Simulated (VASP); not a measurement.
Wanted: an ASE script for a VASP 6.6.1 run.

| Item | Value |
| --- | --- |
| Task | single point |
| Functional | PBE |
| Potentials or basis | VASP PAW PBE potentials, release 64 (Rb_sv, Br) |
| Cutoff | 520 eV |
| k mesh | 7 × 7 × 7 |
| Occupations | gaussian, width 0.05 eV |
| Spin | no spin polarisation |
| Further INCAR settings | ALGO = Normal; EDIFF = 1.00e-06; NBANDS = 15 |

The system is RbBr.

```
CELL_PARAMETERS angstrom
0.00000 3.42700 3.42700
3.42700 0.00000 3.42700
3.42700 3.42700 0.00000
ATOMIC_POSITIONS crystal
Rb 0.00000 0.00000 0.00000
Br 0.50000 0.50000 0.50000
```

One way to write it, as run:

run.py

```python
from ase import Atoms
from ase.calculators.vasp import Vasp
from ase.dft.bandgap import bandgap

atoms = Atoms(
    ['Rb', 'Br'],
    cell=[[0.0, 3.427, 3.427], [3.427, 0.0, 3.427], [3.427, 3.427, 0.0]],
    scaled_positions=[[0.0, 0.0, 0.0], [0.5, 0.5, 0.5]],
    pbc=True,
)
calc = Vasp(
    directory='calc',
    xc='pbe',
    pp='PBE',
    setups='recommended',
    prec='Accurate',
    encut=520,
    ediff=1e-06,
    ismear=0,
    sigma=0.05,
    lreal=False,
    lasph=True,
    nelm=100,
    algo='Normal',
    isif=2,
    lwave=False,
    lcharg=False,
    kpts=[7, 7, 7],
    gamma=True,
    nbands=15,
)
atoms.calc = calc

print('energy (eV):', atoms.get_potential_energy())
print('free energy (eV):', atoms.get_potential_energy(force_consistent=True))
print('forces (eV/A):')
print(atoms.get_forces())
print('stress (eV/A^3, Voigt):', atoms.get_stress())
print('Fermi level (eV):', calc.get_fermi_level())
gap, top, bottom = bandgap(calc)
print('band gap (eV):', gap, 'from (spin, k, band)', top, 'to', bottom)
```

Potentials or basis: VASP PAW PBE potentials, release 64 (Rb_sv, Br).

Command:

```sh
$ python run.py
```

It gave:

```json
{
 "Pressure": "1.0 GPa",
 "Band gap on the k mesh": "4.36 eV, direct"
}
```

Caveat: an odd mesh through Γ misses points on the zone boundary, where band edges often lie.

Run time: 41 s on 1 thread of Intel(R) Xeon(R) Platinum 8259CL CPU @ 2.50GHz (Skylake/Cascade Lake), on a shared host, peak memory 0.2 GiB.
